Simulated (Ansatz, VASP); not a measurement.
## SnSe: VASP beside Ansatz

INCAR

```
SYSTEM = SnSe
ALGO = Normal
EDIFF = 1E-6
ENCUT = 520
GGA = PS
ISIF = 2
ISMEAR = 0
LASPH = .TRUE.
LCHARG = .FALSE.
LREAL = .FALSE.
LWAVE = .FALSE.
NBANDS = 17
NELM = 100
PREC = Accurate
SIGMA = 0.05
```

File KPOINTS:

```
k-points
0
G
  8 8 8
  0 0 0
```

Contents of POSCAR:

```
SnSe
1.0
    0.0000000000      3.0100000000      3.0100000000
    3.0100000000      0.0000000000      3.0100000000
    3.0100000000      3.0100000000      0.0000000000
Sn Se
1 1
Direct
    0.0000000000      0.0000000000      0.0000000000
    0.5000000000      0.5000000000      0.5000000000
```

Input for Ansatz:

```yaml
crystal:
  lattice:
    - [0.0, 3.01, 3.01]
    - [3.01, 0.0, 3.01]
    - [3.01, 3.01, 0.0]
  atoms:
    - { symbol: Sn, position: [0.0, 0.0, 0.0] }
    - { symbol: Se, position: [0.5, 0.5, 0.5] }
basis:
  ecutwfc: 420
kpoints:
  mp_grid: { grid: [8, 8, 8] }
hamiltonian:
  xc: pbesol
scf:
  occupations: { method: gaussian, width: 0.05 }
output:
  forces: true
  stress: true
  eigenvalues: true
```

Measurements of this composition are mostly on another form, of space group No. 62.

Alike in both runs: task single point; functional PBEsol; k mesh 8 × 8 × 8; occupations gaussian, width 0.05 eV; no spin polarisation.

|  | VASP | Ansatz |
| --- | --- | --- |
| version | VASP 6.6.1 | Ansatz 0.2.0 |
| potentials or method | VASP PAW PBE potentials, release 64 (Sn_d, Se) | scalar-relativistic, plane waves, PAW |
| plane-wave cutoff (eV) | 520 | 420 |
| valence electrons in the cell | 20 | 30 |

|  | VASP | Ansatz | Ansatz less VASP |
| --- | --- | --- | --- |
| gap on the k mesh at the Fermi level (eV) | 0.65 | 0.65 | -0.002 |
| least direct gap on the mesh (eV) | 0.65 | 0.65 | -0.002 |
| pressure (GPa) | -1.9 | -1.9 | -0.01 |

The two sets of potentials don't hold the same shells in valence.

Caveats: the PAW data sets were made with another functional, which shifts forces and pressure a little (VASP); spin-orbit coupling is left out, which moves the levels of the heavy elements. A k mesh can miss the band edges.
